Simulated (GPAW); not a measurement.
# InAs (F-43m) in GPAW: a series of runs, part 2 of 2

GPAW 26.7.0.

## (5) Band structure, SCAN, spin-orbit coupling, no magnetisation

Input file run.py:

```python
import numpy as np
from ase.dft.bandgap import bandgap
from ase.io import read, write
from ase.units import GPa
from gpaw import GPAW, PW
from gpaw.spinorbit import soc_eigenstates

atoms = read('InAs.xyz')

calc = GPAW(mode=PW(600),
            xc='MGGA_X_SCAN+MGGA_C_SCAN',
            kpts={'size': (6, 6, 6), 'gamma': True},
            occupations={'name': 'fermi-dirac', 'width': 0.05},
            nbands=18,
            convergence={'density': 1e-05, 'energy': 1e-05},
            maxiter=150,
            txt='gpaw.txt')
atoms.calc = calc
energy = atoms.get_potential_energy()
forces = atoms.get_forces()
stress = atoms.get_stress()
calc.write('gs.gpw')
write('result.traj', atoms)
print(f'Energy: {energy:.6f} eV')
print('Forces (eV/A):')
print(forces.round(4))
print('Stress (GPa):', (stress / GPa).round(3))
print('Fermi level:', round(calc.get_fermi_level(), 4), 'eV')
print(f'Gap: {bandgap(calc)[0]:.4f} eV, direct: {bandgap(calc, direct=True)[0]:.4f} eV')

path = atoms.cell.bandpath('GXWKGLUWLK,UX', npoints=60, eps=1e-4)
bs_calc = calc.fixed_density(kpts=path, symmetry='off', nbands=30,
                             convergence={'bands': 'CBM+6.0', 'eigenstates': 1e-6}, txt='bands.txt')
bs = bs_calc.band_structure()
bs.write('bs.json')
print(f'Gap on the path: {bandgap(bs_calc)[0]:.4f} eV')

soc = soc_eigenstates(bs_calc, theta=0, phi=0, ignore_xc_potential=True)
np.savetxt('soc_bands.dat', soc.eigenvalues(), fmt='%.4f')
mesh = soc_eigenstates('gs.gpw', theta=0, phi=0, ignore_xc_potential=True)
np.savetxt('soc_mesh.dat', mesh.eigenvalues(), fmt='%.4f')
print('Fermi level with spin-orbit coupling:', round(mesh.fermi_level, 4), 'eV')
```

Input file InAs.xyz:

```xyz
2
Lattice="0.0000000000 3.0180000000 3.0180000000 3.0180000000 0.0000000000 3.0180000000 3.0180000000 3.0180000000 0.0000000000" Properties=species:S:1:pos:R:3 pbc="T T T"
In     0.0000000000      0.0000000000      0.0000000000
As     4.5270000000      4.5270000000      4.5270000000
```

Run with:

```console
$ OMP_NUM_THREADS=1 python run.py
```

It took 1.8 min on 1 thread of Arm Neoverse V1, shared host; peak memory 0.4 GiB.

Results (log left out):

```
Free energy             : -47.5155 eV
Pressure                : 1.5 GPa
Band gap along the path : none (metal or under the smearing width)
```

Levels at the corners of the path, in eV from the Fermi level:
```
point  band 16  band 17  band 18  band 19  band 20  band 21
    Γ    -0.08    -0.02    -0.02    -0.02    -0.02     3.67
    X    -2.59    -2.59    -2.59     1.59     1.59     2.16
    W    -3.21    -3.17    -3.07     4.31     4.42     4.47
    K    -3.55    -2.20    -2.19     2.19     2.19     4.42
    Γ    -0.08    -0.02    -0.02    -0.02    -0.02     3.67
    L    -1.32    -1.06    -1.06     1.04     1.04     4.73
    U    -3.55    -2.20    -2.19     2.19     2.19     4.42
    W    -3.21    -3.17    -3.07     4.31     4.42     4.47
    L    -1.32    -1.06    -1.06     1.04     1.04     4.73
    K    -3.55    -2.20    -2.19     2.19     2.19     4.42
    U    -3.55    -2.20    -2.19     2.19     2.19     4.42
    X    -2.59    -2.59    -2.59     1.59     1.59     2.16
```

Caveat: spin-orbit coupling was added after a scalar SCF, so levels and gaps hold it while energy, forces, pressure and moments don't; this program's spin-orbit splittings come out too wide for heavy elements; the PAW data sets were made with another functional, which shifts forces and pressure a little; this crystal is a semiconductor, whose small gap the functional closes, so the metal is an error of the method.

## (6) Equation of state, PBEsol+D3

Input file run.py:

```python
import spglib
from ase import Atoms
from ase.calculators.mixing import SumCalculator
from ase.eos import EquationOfState
from ase.io import Trajectory, read
from ase.units import GPa
from dftd3.ase import DFTD3
from gpaw import GPAW, PW, setup_paths

setup_paths.insert(0, '.')

atoms = read('InAs.cif')
cell, positions, numbers = spglib.find_primitive(
    (atoms.cell[:], atoms.get_scaled_positions(), atoms.numbers), symprec=1e-4)
atoms = Atoms(numbers, cell=cell, scaled_positions=positions, pbc=True)

traj = Trajectory('eos.traj', 'w')
volumes, energies = [], []
for x in [0.94, 0.96, 0.98, 1.0, 1.02, 1.04, 1.06]:
    a = atoms.copy()
    a.set_cell(atoms.cell * x**(1 / 3), scale_atoms=True)
    calc = GPAW(mode=PW(600),
                xc='PBEsol',
                kpts={'size': (6, 6, 6), 'gamma': True},
                occupations={'name': 'fermi-dirac', 'width': 0.05},
                nbands=18,
                convergence={'density': 1e-05, 'energy': 1e-05},
                maxiter=150,
                txt=f'eos-{x:.2f}.txt')
    a.calc = SumCalculator([calc, DFTD3(method='pbesol', damping='d3zero')])
    energies.append(a.get_potential_energy())
    volumes.append(a.get_volume())
    p = -a.get_stress()[:3].mean() / GPa
    calc.write(f'eos-{x:.2f}.gpw')
    traj.write(a)
    print(f'{x:.2f} {volumes[-1]:10.4f} A^3 {energies[-1]:14.6f} eV {p:9.3f} GPa', flush=True)

v0, e0, B = EquationOfState(volumes, energies, eos='birchmurnaghan').fit()
print(f'V0 = {v0:.4f} A^3, E0 = {e0:.6f} eV, B0 = {B / GPa:.2f} GPa')
```

Input file InAs.cif:

```cif
data_InAs
_cell_length_a 6.03600000
_cell_length_b 6.03600000
_cell_length_c 6.03600000
_cell_angle_alpha 90.00000000
_cell_angle_beta 90.00000000
_cell_angle_gamma 90.00000000
_space_group_name_H-M_alt 'F-43m'
_space_group_name_Hall 'F -4 2 3'
_space_group_IT_number 216
loop_
_space_group_symop_operation_xyz
'x,y,z'
'y,-x,-z'
'-x,-y,z'
'-y,x,-z'
'x,-y,-z'
'y,x,z'
'-x,y,-z'
'-y,-x,z'
'z,x,y'
'-z,y,-x'
'z,-x,-y'
'-z,-y,x'
'-z,x,-y'
'z,y,x'
'-z,-x,y'
'z,-y,-x'
'y,z,x'
'-x,-z,y'
'-y,z,-x'
'x,-z,-y'
'-y,-z,x'
'x,z,y'
'y,-z,-x'
'-x,z,-y'
'x,y+1/2,z+1/2'
'y,-x+1/2,-z+1/2'
'-x,-y+1/2,z+1/2'
'-y,x+1/2,-z+1/2'
'x,-y+1/2,-z+1/2'
'y,x+1/2,z+1/2'
'-x,y+1/2,-z+1/2'
'-y,-x+1/2,z+1/2'
'z,x+1/2,y+1/2'
'-z,y+1/2,-x+1/2'
'z,-x+1/2,-y+1/2'
'-z,-y+1/2,x+1/2'
'-z,x+1/2,-y+1/2'
'z,y+1/2,x+1/2'
'-z,-x+1/2,y+1/2'
'z,-y+1/2,-x+1/2'
'y,z+1/2,x+1/2'
'-x,-z+1/2,y+1/2'
'-y,z+1/2,-x+1/2'
'x,-z+1/2,-y+1/2'
'-y,-z+1/2,x+1/2'
'x,z+1/2,y+1/2'
'y,-z+1/2,-x+1/2'
'-x,z+1/2,-y+1/2'
'x+1/2,y,z+1/2'
'y+1/2,-x,-z+1/2'
'-x+1/2,-y,z+1/2'
'-y+1/2,x,-z+1/2'
'x+1/2,-y,-z+1/2'
'y+1/2,x,z+1/2'
'-x+1/2,y,-z+1/2'
'-y+1/2,-x,z+1/2'
'z+1/2,x,y+1/2'
'-z+1/2,y,-x+1/2'
'z+1/2,-x,-y+1/2'
'-z+1/2,-y,x+1/2'
'-z+1/2,x,-y+1/2'
'z+1/2,y,x+1/2'
'-z+1/2,-x,y+1/2'
'z+1/2,-y,-x+1/2'
'y+1/2,z,x+1/2'
'-x+1/2,-z,y+1/2'
'-y+1/2,z,-x+1/2'
'x+1/2,-z,-y+1/2'
'-y+1/2,-z,x+1/2'
'x+1/2,z,y+1/2'
'y+1/2,-z,-x+1/2'
'-x+1/2,z,-y+1/2'
'x+1/2,y+1/2,z'
'y+1/2,-x+1/2,-z'
'-x+1/2,-y+1/2,z'
'-y+1/2,x+1/2,-z'
'x+1/2,-y+1/2,-z'
'y+1/2,x+1/2,z'
'-x+1/2,y+1/2,-z'
'-y+1/2,-x+1/2,z'
'z+1/2,x+1/2,y'
'-z+1/2,y+1/2,-x'
'z+1/2,-x+1/2,-y'
'-z+1/2,-y+1/2,x'
'-z+1/2,x+1/2,-y'
'z+1/2,y+1/2,x'
'-z+1/2,-x+1/2,y'
'z+1/2,-y+1/2,-x'
'y+1/2,z+1/2,x'
'-x+1/2,-z+1/2,y'
'-y+1/2,z+1/2,-x'
'x+1/2,-z+1/2,-y'
'-y+1/2,-z+1/2,x'
'x+1/2,z+1/2,y'
'y+1/2,-z+1/2,-x'
'-x+1/2,z+1/2,-y'
loop_
_atom_site_label
_atom_site_type_symbol
_atom_site_symmetry_multiplicity
_atom_site_Wyckoff_symbol
_atom_site_fract_x
_atom_site_fract_y
_atom_site_fract_z
_atom_site_occupancy
In1 In 4 a 0.0000000000 0.0000000000 0.0000000000 1
As1 As 4 c 0.2500000000 0.2500000000 0.2500000000 1
```

Potentials or basis: PAW data sets generated in the run's folder for this functional, pw.

Run with:

```console
$ gpaw-setup -f PBEsol As In
$ OMP_NUM_THREADS=1 python run.py
```

Run time: 71 s. Hardware: 1 thread of Arm Neoverse V1, shared host; peak memory 0.24 GiB.

Results (log left out):

```
Equilibrium volume                      : 27.59 Å³/atom
Bulk modulus                            : 59 GPa
Pressure derivative of the bulk modulus : 4.5
```

Energy against volume, from the lowest point:
```tsv
volume (Å³/atom)	energy (meV/atom)
25.840	22.96
26.389	10.37
26.939	2.87
27.489	0.00
28.039	1.24
28.588	6.16
29.138	14.36
```

Zero-point motion and thermal expansion aren't in these numbers.

## (7) Overview

```csv
task,level,potentials or basis,spin,band path,band points,spin axis theta (degrees),spin axis phi (degrees),pressure (GPa),V0 of scaled cells (Å³/atom),B0 (GPa)
band structure,PBE,"PAW data sets generated in the run's folder for this functional, pw",off,"GXWKGLUWLK,UX",80,-,-,4.1,-,-
equation of state,PBE+D4,"GPAW PAW data sets (gpaw-data 1.2.1), pw",off,-,-,-,-,-,28.42,55
equation of state,vdW-DF-cx,"GPAW PAW data sets (gpaw-data 1.2.1), pw",off,-,-,-,-,-,28.72,54
band structure,SCAN,"GPAW PAW data sets (gpaw-data 1.2.1), pw","SOC, no magnetisation","GXWKGLUWLK,UX",60,0,0,1.5,-,-
equation of state,PBEsol+D3,"PAW data sets generated in the run's folder for this functional, pw",off,-,-,-,-,-,27.59,59
```

Alike in all rows: cell as given; k mesh 6 × 6 × 6; cutoff (eV) 600; smearing fermi-dirac 0.05 eV.

Caveats: this crystal is a semiconductor, whose small gap the functional closes, so the metal is an error of the method (some runs); the PAW data sets were made with another functional, which shifts forces and pressure a little (some runs); spin-orbit coupling is left out, which moves the levels of the heavy elements (some runs); spin-orbit coupling was added after a scalar SCF, so levels and gaps hold it while energy, forces, pressure and moments don't (some runs); this program's spin-orbit splittings come out too wide for heavy elements (some runs).

Absolute energies hang on the potentials; compare differences alone.

## (8) Against experiment

Step 2. Measured gap of InAs: 0.418 eV (direct; 4.2 K; a printed reference work, data compilation). This calculation gives 0.00 eV (-0.42 eV). Spin-orbit coupling on As, In is left out. The value is that of PBE, without temperature or zero-point motion. Semilocal functionals fall short of measured gaps as a rule.

Step 5. Measured gap of InAs: 0.418 eV (direct; 4.2 K; a printed reference work, data compilation). This calculation gives 0.00 eV (-0.42 eV). The value is that of SCAN, without temperature or zero-point motion.
